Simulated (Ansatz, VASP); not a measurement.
**Ni in VASP and in Ansatz**

INCAR

```
ALGO = Normal
EDIFF = 1E-6
ENCUT = 520
GGA = PE
ISIF = 2
ISMEAR = -1
ISPIN = 2
LASPH = True
LCHARG = True
LELF = True
LMAXMIX = 4
LORBIT = 11
LREAL = False
LVHAR = True
LWAVE = False
MAGMOM = 2.8 2.8
NBANDS = 21
NELM = 150
PREC = Accurate
SIGMA = 0.05
```

The input KPOINTS:

```
k-points
0
Gamma
  6 12 12
```

The input POSCAR:

```
Ni
1.0
    0.0000000000      3.5347000000      3.5347000000
    1.7673500000      0.0000000000      1.7673500000
    1.7673500000      1.7673500000      0.0000000000
Ni
2
Direct
    0.0000000000      0.0000000000      0.0000000000
    0.5000000000      0.0000000000      0.0000000000
```

Input for Ansatz:

```yaml
crystal:
  lattice:
    - [0.0, 3.5347, 3.5347]
    - [1.76735, 0.0, 1.76735]
    - [1.76735, 1.76735, 0.0]
  atoms:
    - { symbol: Ni, position: [0.0, 0.0, 0.0], spin: 2.8 }
    - { symbol: Ni, position: [0.5, 0.0, 0.0], spin: 2.8 }
magnetization:
  spin_polarized: true
hamiltonian:
  xc: pbe
  pseudopotentials: { kind: paw }
basis:
  ecutwfc: 420
kpoints:
  mp_grid: { grid: [6, 12, 12] }
scf:
  occupations: { method: fermi_dirac, width: 0.05 }
  lower_state_search: "off"
output:
  forces: true
  stress: true
```

Change from the starting cell: moments ++ scaled by 1.4, plain SCF.

Alike in both runs: task single point; functional PBE; k mesh 6 × 12 × 12; occupations fermi-dirac, width 0.05 eV; collinear spin.

|  | VASP | Ansatz |
| --- | --- | --- |
| version | VASP 6.6.1 | Ansatz 0.2.0 |
| potentials or method | VASP PAW PBE potentials, release 64 (Ni) | PAW, plane waves, scalar-relativistic |
| plane-wave cutoff (eV) | 520 | 420 |
| valence electrons in the cell | 20 | 36 |

|  | VASP | Ansatz | Ansatz less VASP |
| --- | --- | --- | --- |
| pressure (GPa) | -2.3 | -2.2 | +0.06 |
| net moment per atom (μB) | 0.68 | 0.69 | +0.013 |
| size of the moment on the site where the two differ most (μB) | 0.69 | 0.73 | +0.041 |

Site moments also hang on the region over which each program counts them. The functional is the same, so the differences come from potentials, cutoffs and numerics. The two sets of potentials don't hold the same shells in valence.
